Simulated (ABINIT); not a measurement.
Planning a run of ABINIT 10.8.3 on AlN (F-43m). The input:

```
acell 3*1.0 Angstrom
rprim 
  -0.000000000000 2.183993559600 2.183993559600
  2.183993559600 -0.000000000000 2.183993559600
  2.183993559600 2.183993559600 -0.000000000000
ntypat 2
znucl 13 7
natom 2
typat 1 2
xred 
  0.000000000000 0.000000000000 0.000000000000
  0.750000000000 0.750000000000 0.750000000000
pp_dirpath "pseudos"
pseudos "Al.upf, N.upf"
ecut 36
ngkpt 12 12 12
nshiftk 1
shiftk 0 0 0
kptopt 1
chksymbreak 0
istwfk *1
occopt 1
irdwfk 1
optdriver 99
bs_calctype 1
mbpt_sciss 1.328 eV
bs_loband 2
nband 5
bs_exchange_term 1
bs_coulomb_term 21
bs_coupling 0
bs_algorithm 1
bs_freq_mesh 0 9 0.05 eV
zcut 0.1 eV
ecuteps 3
ecutwfn 18
inclvkb 2
mdf_epsinf 4.54
irdden 1
indata_prefix "in"
outdata_prefix "out"
tmpdata_prefix "tmp"
```

```sh
OMP_NUM_THREADS=1 mpirun -n 4 abinit run.abi > log
```

Question: Estimate wall time and host memory on 4 MPI ranks of Arm Neoverse V2, shared host.

It took 8.6 min; on shared hardware allow 4.3 min to 17 min. Peak host memory was 0.8 GiB.

The kernel grows as the square of the matrix size, and full diagonalisation as its cube.

[Paths, hosts, dates, memory and timing lines, banners, echoed tables and standing remarks are left out of the program output.]

[Logs are printed without paths, hosts, clocks, repeated set-up lines and the standing remarks that a program may print on its own settings, such as how far it seeks lower states.]

[Runs of the session that timed out or met a known fault of the program may be left out.]

[Hosts, paths, dates, database ids (printed as entryN), source tags and the programs' standing remarks are cut or masked in the printed files.]

[G0W0 gaps are taken among the corrected bands and points alone; a level outside them can change the order at an edge.]

[Where Ansatz stands beside ABINIT at settings called matched, ABINIT's density can come from a denser mesh and the files from another edition; pairs whose starting gaps differed by over 0.03 eV were left out, so agreement reads better than it is.]
